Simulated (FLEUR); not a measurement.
# CoO under changes of volume

One of the cells (11.411 Å³/atom); the others are scaled copies at fixed shape and fractional positions:

```
Co O
1.0
     1.60222    0.92504    2.56647
    -1.60222    0.92504    2.56647
     0.00000   -1.85008    2.56647
Co O
1 1
Direct
  0.99898 0.99898 0.99898
  0.75102 0.75102 0.75102
```

Measurements of this composition are mostly on another form, of space group No. 225.

- Program: FLEUR MaX-R8.1 (later development tree)
- Functional: LDA
- Potentials or basis: all-electron
- Basis: FLAPW
- Kmax: 5.33 1/bohr
- k mesh: 10 × 10 × 10
- Occupations: fermi-dirac, width 0.05 eV
- Spin: collinear spin, ferromagnetic start
- Starting moments: [2.0, 0.0] μB

```tsv
volume (Å³/atom)	energy over the lowest point (meV/atom)	moment (μB per cell)
10.727	0.00	1.90
10.955	20.12	2.32
11.411	61.51	2.64
11.868	110.95	2.82
12.096	?	?
```

Problem. What does the run at 12.096 Å³/atom give?

Solution. Energy over the lowest point 138.74 meV/atom; moment 2.88 μB per cell.

Worked out: A Birch-Murnaghan fit of order 2 (a polynomial in V^(-2/3)) to the other rows has no minimum within the range. It gives 136.74 meV/atom at 12.096 Å³/atom, against the run's 138.74. A parabola through the other rows of the moment, of slope -0.38 μB per Å³/atom there, extrapolates to 2.76 μB, against the run's 2.88. The fit is too stiff a form for this range.

Energies are extrapolated to zero smearing.

Caveats: a cell with one magnetic atom can't hold antiferromagnetic order, which such compounds often take.
